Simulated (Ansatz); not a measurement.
The system is Al2O3.

```
Al O
1.0
     4.61378    0.00000    0.00000
     0.00000    9.56328    0.00000
     0.00000    0.00000    3.11986
Al O
4 6
Direct
  0.98298 0.82457 0.00000
  0.01702 0.17543 0.00000
  0.48297 0.67543 0.50000
  0.51702 0.32457 0.50000
  0.50000 0.50000 0.50000
  0.12363 0.75305 0.50000
  0.37637 0.25305 0.00000
  0.62364 0.74695 0.00000
  0.00000 0.00000 0.00000
  0.87636 0.24695 0.50000
```

Measurements of this composition are mostly on another form, of space group No. 167.

Below is the output of Ansatz 0.2.0 for this cell. Logs are shortened: lines on timing, memory, paths and dates and some standing lists are left out, and cuts for length are marked.

```text
Warning: RAYON_NUM_THREADS=4 ignored (pool sized by the plan → 4); use --threads N
Engine: ansatz 0.2.0, aarch64-unknown-linux-gnu
Pseudopotentials: kind: paw
Pseudopotential: Al, paw, valence charge 3, recommended cutoff 408.170794 eV (normal), Al.paw.azcp
Pseudopotential: O, paw, valence charge 6, recommended cutoff 680.284656 eV (normal), O.paw.azcp
Functional definition: PBE
  parameter kappa = 0.804
  parameter beta = 0.06672455060314922
  exchange = pbe_x(kappa = kappa, mu = beta*pi^2/3)
  correlation = pbe_c(beta = beta)
Crystal: 10 atoms, lattice volume = 137.657 Å³
Basis set: ecut = 680.284656 eV, 5563 PW (Γ), exchange–correlation on 128×270×90 points (8 copies of the dense FFT grid, shifted against one another)
Bands: 34, of which v1, the nominal top of the filled ones, is band 24 counted from 1 (23 counted from 0)
Symmetry: 8 space group operations
Space group: Pnnm (ITA 58), of the structure as read, at distance tolerance 5.2e-5 Å
k-points: 40 of 162
Non-local potential: Al, projectors of the file, l = 0: 2, l = 1: 2, l = 2: 2
Non-local potential: O, projectors of the file, l = 0: 2, l = 1: 2
PAW form: compensated (Kresse and Joubert's): semilocal exchange-correlation on the pseudo side sees the compensation charge
PAW one-centre angular grid: Al, 110 points (default); XC on 64 Gauss nodes
PAW one-centre angular grid: O, 110 points (default); XC on 64 Gauss nodes
Initial density: superposition of atomic densities (chi_scale 0.1, normalization cell, long waves kept (reshape's long-wave potential 0.01 eV rms))
Initial wavefunctions: pseudopotential atomic-orbital guess
Functional: x = pbe(κ = 0.804, μ = 0.2195149727645171), c = pbe(β = 0.06672455060314922)
SCF iter   1: F=—  HF=-5574.603152 eV  |F-HF|=—  |Δ(HF+E_count)|=         —  Δρ=1.22e-1  dr2=2.19e1  ethr=3.10e-3  ⟨swp⟩=6.5  Hψ=6653  notcnv=0  defer=4
preconditioner: auto → Resta (q_TF=auto, 2.289 Å⁻¹)  ε∞=2.7  [insulator: Δε(μ)=5.887 eV  Ē_g=16.591 eV  σ=0.050 eV  W_gap=1.00  n_scr=22 (ndim 8)  ℏωp=21.9 eV  f_vac=0.058  D(μ)=0.00/eV (n_scr^D=0)  ε∞_Penn≈2.7]
[... 15 lines left out ...]
Harris-Foulkes:  -5568.204852 eV  (|F-HF|=1.68e-8)
Internal energy: -5568.204852 eV  (E = F + TS)
E sigma→0 (E₀):  -5568.204852 eV
Fermi energy:    4.681083 eV
--- Per-component energies (eV) ---
  E_band       = -188.816112
  E_kinetic    = 1494.483014
  E_local      = -3516.832504  (includes V_loc(G=0)·N_el)
  E_nonlocal   = 464.411132
  E_hartree    = 1141.365235
  E_xc         = -762.653495
  E_vxc        = -890.496540  (∫ρ·V_xc dr)
  E_paw        = -2662.580415  (= ΣΔE_a)
  E_vpaw       = -23.111588  (= ΣTr[D̂ρ^β])
  E_aug_tail   = 0.000136  (compensation charges beyond the density's cutoff)
  E_ewald      = -1726.397955
  E_smearing   = -0.000000  (= −TS)
  E_closure    = 0.000000  (closes the sum)
  Σ components = -5568.204852   (vs F -5568.204852, Δ=0.00e0)
--- Forces (eV/Å), atoms counted from 1 ---
  atom   1  Al    -0.04516551    -0.10387287     0.00000000
  atom   2  Al     0.04516551     0.10387287     0.00000000
  atom   3  Al    -0.04516551     0.10387287     0.00000000
  atom   4  Al     0.04516551    -0.10387287     0.00000000
  atom   5  O      0.00000000     0.00000000     0.00000000
  atom   6  O      0.14459593    -0.12388132     0.00000000
  atom   7  O     -0.14459593    -0.12388132     0.00000000
  atom   8  O      0.14459593     0.12388132     0.00000000
  atom   9  O     -0.00000000     0.00000000     0.00000000
  atom  10  O     -0.14459593     0.12388132     0.00000000
  max |Σ_I F_I| component: 8.33e-17 eV/Å
--- Stress (GPa, compression-positive) ---
        1.717045       0.000000       0.000000
        0.000000       2.855478       0.000000
        0.000000       0.000000      -2.398329
  P = ⅓ Tr σ = 0.7247 GPa (7.247 kbar)
--- Band table (eV; the first three rows and the last of 40) ---
  k-point 0: bands = ["-16.0973", "-16.0244", "-14.7778", "-14.7513", "-13.4943", "-13.3815", "-3.8705", "-3.3695", "-1.7937", "-1.4136", "-1.3925", "-1.3618", "-0.7989", "-0.3938", "-0.3900", "-0.1447", "-0.1301", "0.6436", "1.2345", "1.5411", "1.7965", "2.3207", "2.7768", "2.8380", "6.3660", "7.9154", "8.9990", "9.7469", "9.9128", "10.9069"]
  k-point 1: bands = ["-16.0275", "-15.9580", "-14.7724", "-14.7512", "-13.4753", "-13.3639", "-3.7632", "-3.2707", "-1.8636", "-1.6250", "-1.4663", "-1.4487", "-0.7464", "-0.5334", "-0.5073", "-0.4238", "-0.2434", "0.6520", "1.1976", "1.4560", "1.8405", "2.2972", "2.5583", "2.6678", "6.8140", "8.2630", "9.2942", "10.1313", "10.1680", "11.1471"]
  k-point 2: bands = ["-15.8318", "-15.7720", "-14.7753", "-14.7656", "-13.4240", "-13.3210", "-3.4649", "-2.9881", "-2.2980", "-2.1387", "-1.8259", "-1.2739", "-1.2300", "-0.7096", "-0.6721", "-0.6057", "-0.4593", "0.6369", "1.0854", "1.1827", "1.9409", "2.1662", "2.2312", "2.2887", "7.8450", "9.0518", "9.8280", "10.9407", "10.9448", "11.6791"]
  k-point 39: bands = ["-15.0944", "-15.0944", "-15.0844", "-15.0844", "-13.2837", "-13.2837", "-3.9180", "-3.9180", "-3.6314", "-3.6314", "-0.9816", "-0.9816", "-0.8924", "-0.8924", "-0.5222", "-0.5222", "0.5827", "0.5827", "0.8524", "0.8524", "1.7554", "1.7554", "2.1689", "2.1689", "9.9453", "9.9453", "10.9112", "10.9112", "11.1377", "11.1377"]
```

**Question.** Write the input and the command behind it.

**Answer.** Single point with PBE, no spin polarisation. The files as run (others can give the same):

input.yaml
```yaml
crystal:
  lattice:
    - [4.613777, 0.0, 0.0]
    - [0.0, 9.563279, 0.0]
    - [0.0, 0.0, 3.119862]
  atoms:
    - { symbol: Al, position: [0.982975, 0.824573, 0.0] }
    - { symbol: Al, position: [0.017025, 0.175427, 0.0] }
    - { symbol: Al, position: [0.482975, 0.675427, 0.5] }
    - { symbol: Al, position: [0.517025, 0.324573, 0.5] }
    - { symbol: O, position: [0.5, 0.5, 0.5] }
    - { symbol: O, position: [0.123635, 0.75305, 0.5] }
    - { symbol: O, position: [0.376365, 0.25305, 0.0] }
    - { symbol: O, position: [0.623635, 0.74695, 0.0] }
    - { symbol: O, position: [0.0, 0.0, 0.0] }
    - { symbol: O, position: [0.876365, 0.24695, 0.5] }
hamiltonian:
  xc: pbe
  pseudopotentials: { kind: paw, accuracy: standard }
kpoints:
  mp_grid: { grid: [6, 3, 9] }
scf:
  occupations: { method: fermi_dirac, width: 0.05 }
output:
  forces: true
  stress: true
  eigenvalues: true
```

Potentials or basis: SSSP efficiency PAW.
Run with:
```bash
$ ansatz run input.yaml --threads 4 --pin off --max-ram 11264MiB --backend cpu --events-out ev --progress --plain --runs-dir out
```

Caveat: odd divisions of the mesh miss points on the zone boundary, where band edges often lie, so the gap on the mesh can be too wide.
